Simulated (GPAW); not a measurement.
The system is TiO2 (Anatase).

```xyz
6
Lattice="-1.8921 1.8921 4.7573 1.8921 -1.8921 4.7573 1.8921 1.8921 -4.7573" Properties=species:S:1:pos:R:3 pbc="T T T"
Ti    0.0000    1.8921    2.3786
Ti    0.0000    0.0000    0.0000
O     0.0000    0.0000    7.5346
O     0.0000    1.8921    0.3987
O     0.0000    1.8921    4.3586
O     0.0000    0.0000    1.9800
```

Base run:

```yaml
Program: GPAW 26.7.0
Functional: LDA
Potentials_or_basis: the program's PAW data sets (release 1.2.1) made for this functional
Cutoff: 800 eV
Basis: pw
k_mesh: 7 × 7 × 7
Occupations: fermi-dirac, width 0.05 eV
Spin: no spin polarisation
```

Its results: band gap on the k mesh 2.02 eV, indirect (least direct gap 2.37 eV); pressure -5.6 GPa; largest force 0.088 eV/Å.

**Question.** The run is repeated on the same cell with these changes: functional from LDA to PBEsol; potentials or basis from the program's PAW data sets (release 1.2.1) made for this functional to PAW data sets generated in the run's folder for this functional. What comes out?

**Answer.** Band gap on the k mesh 2.08 eV, indirect (least direct gap 2.42 eV); pressure 0.3 GPa; largest force 0.031 eV/Å.
